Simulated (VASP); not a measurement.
Set up this calculation in VASP 6.6.1, as the native input.

```
Task                   : single point
Functional             : r2SCAN
Potentials or basis    : VASP PAW PBE potentials, release 64 (Mo_sv, S)
Cutoff                 : 520 eV
k mesh                 : 6 × 6 × 6
Occupations            : fermi-dirac, width 0.02 eV
Spin                   : no spin polarisation
Dipole correction      : no
Further INCAR settings : ALGO = Normal; EDIFF = 1e-07; NBANDS = 20
```

The system is MoS2.

```
Mo S
1.0
     0.00000    2.93240    2.93240
     2.93240    0.00000    2.93240
     2.93240    2.93240    0.00000
Mo S
1 2
Direct
  0.00000 0.00000 0.00000
  0.25000 0.25000 0.25000
  0.75000 0.75000 0.75000
```

The cell was built by a generator and needn't be a form met in nature.

The input as run:

POSCAR

```
MoS2
1.0
    0.0000000000      2.9323968606      2.9323968606
    2.9323968606      0.0000000000      2.9323968606
    2.9323968606      2.9323968606      0.0000000000
Mo S
1 2
Direct
    0.0000000000      0.0000000000      0.0000000000
    0.2500000000      0.2500000000      0.2500000000
    0.7500000000      0.7500000000      0.7500000000
```

INCAR.step1

```
ALGO     = Normal         # electronic algorithm
EDIFF    = 1E-4           # SCF threshold, eV
ENCUT    = 520            # plane-wave cutoff, eV
GGA      = PE             # functional
ISMEAR   = -1             # smearing method
LASPH    = True           # aspherical terms in the spheres
LCHARG   = False          # write CHGCAR
LREAL    = False          # projectors in reciprocal space
LWAVE    = True           # write WAVECAR
NBANDS   = 20             # bands
NELM     = 80             # most SCF steps
PREC     = Accurate       # precision mode
SIGMA    = 0.02           # smearing width, eV
```

INCAR.step2

```
ALGO     = Normal         # electronic algorithm
EDIFF    = 1E-7           # SCF threshold, eV
ENCUT    = 520            # plane-wave cutoff, eV
ISIF     = 2              # what is computed and relaxed
ISMEAR   = -1             # smearing method
ISTART   = 1            
LASPH    = True           # aspherical terms in the spheres
LCHARG   = False          # write CHGCAR
LMIXTAU  = True         
LREAL    = False          # projectors in reciprocal space
LWAVE    = False          # write WAVECAR
METAGGA  = R2SCAN         # meta-GGA
NBANDS   = 20             # bands
NELM     = 80             # most SCF steps
PREC     = Accurate       # precision mode
SIGMA    = 0.02           # smearing width, eV
```

KPOINTS

```
k-points
0
Gamma
  6 6 6
```

Potentials or basis: VASP PAW PBE potentials, release 64 (Mo_sv, S).

Launch:

```bash
$ cat potpaw_PBE.64/Mo_sv/POTCAR potpaw_PBE.64/S/POTCAR > POTCAR
$ cp INCAR.step1 INCAR
$ mpirun -np 1 vasp_std > vasp.out
$ cp INCAR.step2 INCAR
$ mpirun -np 1 vasp_std > vasp.out
```

Results of the run:

```json
{
 "Pressure": "0.4 GPa",
 "Band gap on the k mesh": "none (metal or under the smearing width)"
}
```

Caveat: the PAW data sets were made with another functional, which shifts forces and pressure a little.

Run time: 45 s on 1 thread of Intel(R) Xeon(R) Platinum 8488C (Sapphire Rapids), on a shared host, peak memory 0.17 GiB.
